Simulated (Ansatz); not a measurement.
**Sn: magnetic field with PBE+D3(BJ)**

Sn:

```xyz
1
Lattice="-1.7249 1.7849 2.3498 1.7711 -1.7932 2.3902 1.6662 1.7361 -2.3561" Properties=species:S:1:pos:R:3 pbc="T T T"
Sn    0.0000    0.0000    0.0000
```

The cell isn't the ideal one: cell strained at random at fixed volume.

```yaml
Program: Ansatz 0.2.0
Task: magnetic field
Functional: PBE
Dispersion: D3(BJ)
Potentials_or_basis: all-electron LAPW, Dirac moment of small components
Cutoff: 159 eV (chosen from the basis error)
Basis_error_allowed: 0.001 eV/atom
k_mesh: 11 × 11 × 11
Occupations: fermi-dirac, width 0.1 eV
Spin: collinear spin, ferromagnetic start
Starting_moments: "[0.5] μB"
Magnetic_field: 1000 T
```

* Pressure: -3.1 GPa
* Band gap on the k mesh: none (metal or under the smearing width)
* Net moment: 0.03 μB per cell
* Absolute moment: 0.03 μB per cell
* Site moments: Sn +0.03 μB

Stress tensor (GPa, compression positive):
```
-2.60  0.17 -0.43
 0.17 -3.73  0.09
-0.43  0.09 -2.87
```

Levels at points of the mesh, in eV from the Fermi level:
Spin up:
```csv
k point,band 8,band 9,band 10,band 11,band 12,band 13,band 14,band 15
"(0.00, 0.00, 0.00)",-21.56,-21.53,-10.83,6.97,7.06,7.54,10.53,11.06
```
Spin down:
```
           k point  band 9  band 10  band 11  band 12  band 13  band 14
(0.00, 0.00, 0.00)  -21.41   -10.69     7.11     7.20     7.67    10.68
```

Wall time 51 s on 1 thread of AMD EPYC 9R45 96-Core Processor (Zen 5) (shared host), peak memory 0.89 GiB.

Caveat: pairwise dispersion overbinds metals, which lowers pressure and volume; the starting moments weren't kept.
